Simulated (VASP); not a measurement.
Set up this calculation in VASP 6.6.1, as the native input.

| Item | Value |
| --- | --- |
| Task | single point |
| Functional | PBE |
| Potentials or basis | VASP PAW PBE potentials, release 54 (Ni) |
| Cutoff | 600 eV |
| k mesh | 9 × 9 × 1 |
| Occupations | fermi-dirac, width 0.05 eV |
| Spin | collinear spin, ferromagnetic start |
| Starting moments | [1.0] μB |
| Dipole correction | yes |
| Further INCAR settings | ALGO = Fast; EDIFF = 1e-06 |

The structure of Ni lies in POSCAR:

```
Ni
1.0
    2.2591100000      0.0000000000      0.0000000000
    0.0000000000      2.2591100000      0.0000000000
    0.0000000000      0.0000000000     23.8000000000
Ni
1
Direct
    0.5000000000      0.5000000000      0.2941200000
```

The cell was built by a generator and needn't be a form met in nature.

One way to write it, as run:

INCAR

```
ALGO = Fast
DIPOL = 0.5 0.5 0.294
EDIFF = 1E-6
ENCUT = 600
GGA = PE
IDIPOL = 3
ISIF = 2
ISMEAR = -1
ISPIN = 2
LASPH = True
LCHARG = False
LDIPOL = True
LMAXMIX = 4
LORBIT = 11
LREAL = False
LWAVE = False
MAGMOM = 1
NELM = 100
PREC = Accurate
SIGMA = 0.05
```

KPOINTS

```
k-points
0
Gamma
  9 9 1
```

Potentials or basis: VASP PAW PBE potentials, release 54 (Ni).

Launch:

```console
$ cat potpaw_PBE.54/Ni/POTCAR > POTCAR
$ mpirun -np 1 vasp_std > vasp.out
```

Results of the run:

```yaml
Band_gap_on_the_k_mesh: none (metal or under the smearing width)
Net_moment: 0.82 μB per cell
Site_moments: Ni +0.84 μB
Valence_electrons_inside_the_program's_atomic_spheres: Ni 9.16
```

Run time: 120 s on 1 thread of Intel(R) Xeon(R) Platinum 8488C (Sapphire Rapids) (shared host), peak memory 0.28 GiB.
